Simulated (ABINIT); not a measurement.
The system is Mo.

```xyz
1
Lattice="-1.5838 1.5838 1.5838 1.5838 -1.5838 1.5838 1.5838 1.5838 -1.5838" Properties=species:S:1:pos:R:3 pbc="T T T"
Mo    0.0000    0.0000    0.0000
```

Base run:

- Program: ABINIT 10.8.3 (patched build)
- Functional: r2SCAN
- Potentials or basis: JTH PAW PBE v2.0
- Cutoff: 490 eV
- k mesh: 12 × 12 × 12
- Occupations: fermi-dirac, width 0.05 eV
- Spin: no spin polarisation

Its results: band gap on the k mesh none (metal or under the smearing width); pressure -3.3 GPa.

Q: After a change of settings the same cell gave: band gap on the k mesh none (metal or under the smearing width); pressure 1.6 GPa. Which change was it?
A. functional from r2SCAN to AM05
B. functional from r2SCAN to RPBE
C. functional from r2SCAN to LDA
D. functional from r2SCAN to BLYP

A: B.

Caveats: the PAW data sets were made with another functional, which shifts forces and pressure a little.

Runs at the PBE level aren't shown here.
